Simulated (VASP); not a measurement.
A run of VASP 6.6.1:

INCAR

```
SYSTEM = TePb
PREC     = Accurate       ! precision mode
ENCUT    = 520            ! plane-wave cutoff, eV
EDIFF    = 1E-6           ! SCF threshold, eV
ISMEAR   = 0              ! smearing method
SIGMA    = 0.014          ! smearing width, eV
LREAL    = .FALSE.        ! projectors in reciprocal space
LASPH    = .TRUE.         ! aspherical terms in the spheres
NELM     = 80             ! most SCF steps
ALGO     = Normal         ! electronic algorithm
ISIF     = 2              ! what is computed and relaxed
LWAVE    = .FALSE.        ! write WAVECAR
LCHARG   = .TRUE.         ! write CHGCAR
GGA      = PE             ! functional
LELF     = .TRUE.         ! ELF
LVHAR    = .TRUE.
```

File KPOINTS:

```
regular mesh
0
G
  7 7 7
  0 0 0
```

File POSCAR:

```
TePb
1.0
    0.0000000000      3.2310000000      3.2310000000
    3.2310000000      0.0000000000      3.2310000000
    3.2310000000      3.2310000000      0.0000000000
Pb Te
1 1
Direct
    0.0000000000      0.0000000000      0.0000000000
    0.5000000000      0.5000000000      0.5000000000
```

Potentials or basis: VASP PAW PBE potentials, release 64 (Pb_d, Te).

Command:

```bash
$ cat potpaw_PBE.64/Pb_d/POTCAR potpaw_PBE.64/Te/POTCAR > POTCAR
$ mpirun -np 1 vasp_std > vasp.out
```

Hardware: 1 thread of Intel(R) Xeon(R) Platinum 8559C (Emerald Rapids), with other jobs on the host.

Estimate the wall time of this run.

Run time: 19 s on 1 thread of Intel(R) Xeon(R) Platinum 8559C (Emerald Rapids) (shared host), peak memory 0.2 GiB. Counts: scf iterations 12, k points 20.
